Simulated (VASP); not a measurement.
Write the native input for VASP 6.6.1 that does the following.

* Task: relaxation of cell and atoms
* Functional: PBE
* Potentials or basis: VASP PAW PBE potentials, release 64 (Fe)
* Cutoff: 600 eV
* k mesh: 9 × 9 × 8
* Occupations: gaussian, width 0.1 eV
* Spin: collinear spin, typed start
* Starting moments: [2.29] μB
* Dipole correction: no
* Further INCAR settings: ALGO = Fast; EDIFF = 1e-06; IBRION = 2; EDIFFG = -0.04; NSW = 90; ISIF = 3

The structure of Fe lies in POSCAR:

```
Fe
1.0
    2.4517979394      0.0000000000      0.0000000000
   -1.2258989697      2.1233193005      0.0000000000
    0.0000000000      0.0000000000      2.2908986996
Fe
1
Direct
    0.0000000000      0.0000000000      0.0000000000
```

The cell was built by a generator and needn't be a form met in nature.

The input as run:

INCAR

```
  PREC = Accurate
  ENCUT = 600
  EDIFF = 1E-6
  ISMEAR = 0
  SIGMA = 0.1
  LREAL = False
  LASPH = True
  NELM = 150
  ALGO = Fast
  ISIF = 3
  LWAVE = False
  LCHARG = False
  ISPIN = 2
  MAGMOM = 2.29
  LORBIT = 11
  LMAXMIX = 4
  GGA = PE
  IBRION = 2
  NSW = 90
  EDIFFG = -0.04
```

KPOINTS

```
regular mesh
0
Gamma
  9 9 8
```

Potentials or basis: VASP PAW PBE potentials, release 64 (Fe).

Command:

```sh
$ cat potpaw_PBE.64/Fe/POTCAR > POTCAR
$ mpirun -np 1 vasp_std > vasp.out
```

Results of the run:

The relaxed volume is 12.46 Å³/atom and the relaxed cell is a = 2.463 Å, b = 2.463 Å, c = 2.372 Å, α = 90.00°, β = 90.00°, γ = 120.00°. The space group after relaxing (to 0.05 Å) is P6/mmm (No. 191). The energy gained by relaxing is 20.1 meV/atom. The ionic steps are 6, the pressure after relaxing is 0.1 GPa and the band gap on the k mesh is none (metal or under the smearing width). The net moment is 2.28 μB per cell. The site moments are Fe +2.27 μB and the valence electrons inside the program's atomic spheres are Fe 7.21.

It took 24 s on 1 thread of Intel(R) Xeon(R) 6975P-C (Granite Rapids) (shared host), peak memory 0.14 GiB.
